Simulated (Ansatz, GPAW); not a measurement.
**Nb: programs and potentials compared**

```
Nb
1.0
     0.00000    2.11500    2.11500
     2.11500    0.00000    2.11500
     2.11500    2.11500    0.00000
Nb
1
Cartesian
  0.0000 0.0000 0.0000
```

This isn't the form of Nb at room conditions, which is bcc.

Alike in all runs: task band structure; functional PBEsol; k mesh 11 × 11 × 11; occupations fermi-dirac, width 0.05 eV; no spin polarisation; no spin-orbit coupling. Pressure is positive in compression and, in plane waves, holds the error of the finite cutoff, which Ansatz's Pulay term estimates and takes out.

| program and potentials | plane-wave cutoff (eV) | notes | band gap (eV) | pressure (GPa) |
| --- | --- | --- | --- | --- |
| Ansatz, all-electron LAPW, scalar-relativistic | - | - | no gap | -7.39 |
| GPAW, PAW data sets generated for this functional | 600 | - | no gap | -7.99 |
| Ansatz, PAW datasets made for the crystal | 240 | - | no gap | -7.39 |

None finds a gap. The pressure spans -7.99 (GPAW, PAW data sets generated for this functional) to -7.39 GPa (Ansatz, PAW datasets made for the crystal), with all-electron results at -7.39.

The functional is the same throughout but for its coding, so the spread measures potentials, basis and numerics; runs on potential files found faulty are left out.
